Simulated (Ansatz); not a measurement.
**LiF: a trigonal deformation path**

An exercise on one series of results from a longer session: the logs are not shown, and one member is left open.

Method: DFT r2SCAN, scalar-relativistic, plane waves, PAW, in Ansatz 0.2.0.

### The structure to begin with

Symmetry: Fm-3m, No. 225, cubic system. Conventional cell: a = 4.028 Å, b = 4.028 Å, c = 4.028 Å, α = 90.00°, β = 90.00°, γ = 90.00°. Li (site symmetry m-3m) is surrounded by 6 F at 2.01 Å. Around F (site symmetry m-3m) lie 6 Li at 2.01 Å.

Coordinates:

```cif
data_structure
_symmetry_space_group_name_H-M 'P 1'
_symmetry_Int_Tables_number 1
_cell_length_a 2.8482
_cell_length_b 2.8482
_cell_length_c 2.8482
_cell_angle_alpha 60.000
_cell_angle_beta 60.000
_cell_angle_gamma 60.000
_cell_volume 16.34
loop_
_atom_site_label
_atom_site_type_symbol
_atom_site_fract_x
_atom_site_fract_y
_atom_site_fract_z
_atom_site_occupancy
Li1 Li 0.00000 0.00000 0.00000 1
F1 F 0.50000 0.50000 0.50000 1
```

The cell is taken as given, not relaxed at this level.

Set-up of the first run:

input.yaml

```yaml
crystal:
  lattice:
    - [0.0, 2.014, 2.014]
    - [2.014, 0.0, 2.014]
    - [2.014, 2.014, 0.0]
  atoms:
    - { symbol: Li, position: [0.0, 0.0, 0.0] }
    - { symbol: F, position: [0.5, 0.5, 0.5] }
basis:
  ecutwfc: 500
kpoints:
  mp_grid: { grid: [12, 12, 12] }
hamiltonian:
  xc: r2scan
scf:
  occupations: { method: gaussian, width: 0.05 }
output:
  forces: true
  stress: true
  eigenvalues: true
  write_density: true
  write_potential: true
  elf: true
  volumetric_format: npy
```

Run with:

```bash
$ ansatz run input.yaml --threads 1 --pin off --max-ram 2560MiB --backend cpu --events-out ev --progress --plain --runs-dir out
```

Steps of the session up to this table: The reference: the undisturbed cell on the scan's mesh; At ρ = 0.500; Point ρ = 2.000; At ρ = 0.710; Point ρ = 1.410; Point ρ = 0.600; Point ρ = 0.850; Point ρ = 1.200; ρ = 1.700; Point ρ = 0.930; At ρ = 1.080.

One table of the session follows, with a row left open; its other results are not shown here.

It belongs to the step «The scan collected». The scan, with free energies counted from the undisturbed cell:

| ρ | ΔE (meV/atom) | pressure (GPa) | gap on the mesh (eV) |
| --- | --- | --- | --- |
| 0.500 | 310.3 | -1.8 | 8.69 |
| 0.600 | 269.7 | -1.4 | 8.92 |
| 0.710 | 168.0 | -1.3 | 9.06 |
| 0.850 | 48.8 | -1.8 | 9.48 |
| 0.930 | 10.8 | -2.0 | 9.79 |
| 1.000 | 0.0 | -2.1 | 10.06 |
| 1.080 | 14.0 | -2.0 | 9.86 |
| 1.200 | 86.0 | -1.5 | 9.34 |
| 1.410 | ? | ? | ? |
| 1.700 | 941.7 | 6.2 | 4.95 |
| 2.000 | 1777.4 | 15.9 | 1.70 |

Q: Estimate the row for ρ = 1.410 from the others.

Worked estimate for «ΔE (meV/atom)». A straight line through the neighbours (1.200, 86.0) and (1.700, 941.7) gives 86.0 + (941.7 − 86.0) × (1.410 − 1.200) / (1.700 − 1.200) = 445.4; a parabola fitted to 4 rows on both sides gives 362.9.

As computed: ΔE (meV/atom): 346.0; pressure (GPa): 0.6; gap on the mesh (eV): 7.84. In «ΔE (meV/atom)» the line misses by +99.4 and the parabola by +16.9.
